A block of cadmium selenide left to itself settles at the volume where it neither pushes nor pulls on its surroundings. Confine it to a smaller volume and it pushes outward, and stretch it and it pulls inward. A calculation can hold the crystal at any chosen volume and report that push as a pressure. What pressure belongs to a volume of 28.441 Å³ per atom, and how far can a curve through a few other volumes be trusted to tell?

CdSe (space group F-43m, two atoms per cell) at fixed volumes, computed with Ansatz 0.2.0 using the r2SCAN density functional, plane waves to 500 eV and PAW potentials. All cells use an 8×8×8 k mesh and fixed occupations, without spin polarisation or spin–orbit coupling; pressure is positive in compression.

| volume (Å³/atom) | shortest distance (Å) | pressure (GPa) |
| --- | --- | --- |
| 27.819 | 2.624 | 2.020 |
| 27.862 | 2.625 | 1.930 |
| 28.210 | 2.636 | 1.200 |
| 28.441 | 2.643 | ? |
| 28.449 | 2.644 | 0.730 |
| 28.872 | 2.657 | -0.050 |
| 32.495 | 2.764 | -4.680 |

Positive pressure means that the crystal is compressed and wants to expand, and negative pressure that it is under tension. The cells are the same bulk crystal, scaled equally in all directions, with each cadmium atom surrounded by four selenium atoms. The shortest distance is the length of these bonds. The sign of the pressure changes just below 28.872 Å³ per atom, so the cell in question is slightly compressed.

Pressure is the slope of the energy against volume, with its sign reversed. At the resting volume the energy has its minimum and the slope is zero. How quickly the pressure changes on either side depends on how sharply the energy curve bends there. A stiff crystal has a narrow valley and a soft one a wide valley.

The valley is not symmetric, and the reason lies in the bonds. When cadmium and selenium are pushed together, their filled shells overlap, and the resulting repulsion climbs steeply over a short distance. The attraction, partly between opposite charges and partly from shared electrons, changes more gently. Compression therefore meets a wall that grows steeper. Expansion weakens the repulsion faster than the attraction, which leaves a net pull inward. But the repulsion also loses its steepness on the way, so that this pull grows more and more slowly. This is the standard account of bonding; the pressures show the outcome of the balance, not its separate parts.

A more general argument leads to the same shape. If the crystal were expanded without end, it would become separate atoms, and the energy would level off. A curve that bends upward at its minimum and later becomes flat must lose its upward bend on the way. The crystal must therefore soften as it is stretched, though the argument does not tell how soon.

The known pressures show that the softening has begun within this small range of volumes. Between 27.819 and 28.449 Å³ per atom, the pressure falls by about 2.05 GPa for each added Å³ per atom. From there to 28.872 the rate is about 1.84, and over the long step to the largest cell it averages only 1.28. A straight line would miss this change of stiffness.

A formula for the pressure should have the softening in it. Let $V$ be the volume per atom, $V_r$ = 28.872 Å³ a reference volume, and $u = V_r/V$. A convenient measure of strain is $x = u^{2/3} - 1$, which is zero at the reference and positive in compression. As the crystal expands, equal steps in volume make ever smaller steps in $x$. Even an energy that is a plain parabola in $x$ therefore loses curvature when it is plotted against volume.

Allowing the energy one further term, in $x^3$, and taking its slope against volume gives the Birch-Murnaghan equation in the form

$$P = u^{5/3}\,(c_0 + c_1 x + c_2 x^2).$$

The factor $u^{5/3}$ comes from converting a slope in $x$ into a slope in volume. A least-squares fit to the six known pressures gives $c_0 = -0.0513$, $c_1 = 76.98$ and $c_2 = 32.4$ GPa. The first is the small pressure left at the reference volume. The second is very nearly one and a half times the bulk modulus there, which is the stiffness against a change of volume. The third adjusts how fast that stiffness changes with strain.

For the cell in question, $u = 28.872/28.441 = 1.01515$ and $x = 0.01008$. The bracket is then $-0.0513 + 0.7758 + 0.0033 = 0.728$ GPa. Multiplied by $u^{5/3} = 1.0254$, it gives a pressure of 0.746 GPa. This cell took no part in the fit.

The result can be checked without the formula. The neighbour at 28.449 Å³ per atom has a pressure of 0.730 GPa and is larger by only 0.008 Å³. At a rate of about 2 GPa per Å³, that small difference is worth 0.016 GPa. The forecast is therefore a pressure one to two hundredths of a GPa above the neighbour's: the fit's 0.746 GPa, with an error bar of ±0.01 GPa. The error bar covers the rounding of the printed pressures and volumes and the uncertainty of the fit.

The withheld rows as computed:

| volume (Å³/atom) | shortest distance (Å) | pressure (GPa) |
| --- | --- | --- |
| 28.441 | 2.643 | 0.750 |

The computed pressure is 0.75 GPa, and the forecast misses it by 0.004 GPa. The pressures in the tables are rounded to 0.01 GPa, their third decimal being only a filler, and the miss is less than half of that step, so it needs no physical explanation. The hit was also an easy one, because a known cell lay almost on top of the hidden one. A straight line fitted to the five known cells below 30 Å³ per atom gives 0.774 GPa here, which is outside the error bar but not far off.

The largest cell sets a harder task. Its bonds are 4% longer than those at 28.872 Å³ per atom, and no other cell lies between the two. The same straight line, extended to this volume, predicts −7.23 GPa where the calculation gives −4.68 GPa. It overstates the tension by more than half, because it carries the stiffness of a slightly compressed crystal into a region where the bonds have already softened.

The parabola in $x$, which leaves out the $c_2$ term, does much better. Fitted to the same five cells, it predicts −4.89 GPa for the largest one, a tension about 4% too strong. A parabola in this measure of strain has a definite rate of softening built into it, and for this crystal that rate is nearly right. Most of the softening is therefore captured without any data from the strongly stretched crystal. The remaining error shows that the crystal softens somewhat faster than the parabola allows, and the third constant takes this up.

The full formula was fitted with the largest cell included, so its agreement there is no test. The wide stretch before that cell can be tested in another way, because the energy needed to expand the crystal, divided by the volume gained, is the mean tension along the path. The total energies of the same calculations give 2.64 GPa for it, and the fitted curve gives 2.63 GPa. A straight connection between the two end points would give only 2.37 GPa. The pressure curve therefore sags below that straight connection, and a cell placed halfway would be under more tension than the average of its two neighbours.

This agreement shows that energies and pressures within one calculation fit together. Whether real cadmium selenide behaves in the same way is a separate matter. The resting volume from the fit, 28.84 Å³ per atom, belongs to the r2SCAN functional with the nuclei held still. A measured volume can lie on either side of it, because the functional has an error of its own, while the vibration of real nuclei usually swells a crystal a little. When compressed to a few GPa, the real material also changes to a denser arrangement of atoms, which cells kept in this structure cannot show.

For practical use, the stiffness near rest is the number to keep. The fit gives a bulk modulus of about 51 GPa at 28.872 Å³ per atom, so a change of 1% in volume, or a third of a percent in length, is worth about half a GPa. A cell built with a lattice constant taken from a measurement or from another functional can therefore report a sizeable pressure that reflects only a slight disagreement about the resting size.

The same rule must not be stretched too far. The largest cell has 12.5% more volume than the one at 28.872 Å³ per atom, and 0.125 times 51 GPa would mean a tension of about 6.4 GPa, well above the computed 4.68 GPa. For changes of about 1% in volume the bulk modulus is enough. For an expansion of 10% the softening of the bonds has to be counted as well, and for a compression of that size their stiffening.
